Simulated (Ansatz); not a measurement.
Crystal: AlN.

```
Al N
1.0
     3.11300    0.00000    0.00000
    -1.55650    2.69594    0.00000
     0.00000    0.00000    4.98100
Al N
2 2
Cartesian
  1.5565 0.8986 2.4905
  0.0000 1.7973 0.0000
  1.5565 0.8986 4.3833
  0.0000 1.7973 1.8928
```

```yaml
Program: Ansatz 0.2.0
Task: relaxation of cell and atoms
Functional: revPBE
Potentials_or_basis: Ansatz PAW
Cutoff: "420 eV (not typed: the program's choice for these potentials)"
k_mesh: 10 × 10 × 6
Occupations: fermi-dirac, width 0.05 eV
Spin: no spin polarisation
```

At the start: volume 10.45 Å³/atom.

**Question.** How do energy, volume and symmetry change on relaxing?

**Answer.** It ends after 8 steps and the volume is 10.79 Å³/atom (+3.3 %); space group P6_3mc (No. 186, to 0.05 Å).

The path:
| step | energy change (eV) | largest force (eV/Å) | volume (Å³) |
| --- | --- | --- | --- |
| 1 | 0.0000 | 0.1361 | 41.80 |
| 2 | -0.0188 | 0.0934 | 42.48 |
| 3 | -0.0239 | 0.0330 | 43.12 |
| 4 | -0.0240 | 0.0012 | 43.13 |
| 5 | -0.0240 | 0.0007 | 43.14 |
| 6 | -0.0284 | 0.0008 | 43.14 |
| 7 | -0.0284 | 0.0000 | 43.18 |
| 8 | -0.0284 | 0.0000 | 43.18 |

Final structure:
```xyz
4
Lattice="3.1447 0.0000 0.0000 -1.5723 2.7234 0.0000 0.0000 0.0000 5.0419" Properties=species:S:1:pos:R:3 pbc="T T T"
Al    1.5723    0.9078    2.5171
Al    0.0000    1.8156   -0.0038
N     1.5723    0.9078    4.4407
N     0.0000    1.8156    1.9197
```

Caveat: the plane-wave basis is chosen anew once the cell has moved, so the energies of steps on either side of that aren't comparable; the pressure holds a Pulay correction of +0.4 GPa for the finite cutoff; the PAW data sets come from PBE, with cores solved anew for the run's functional, which leaves a small shift of forces and pressure.
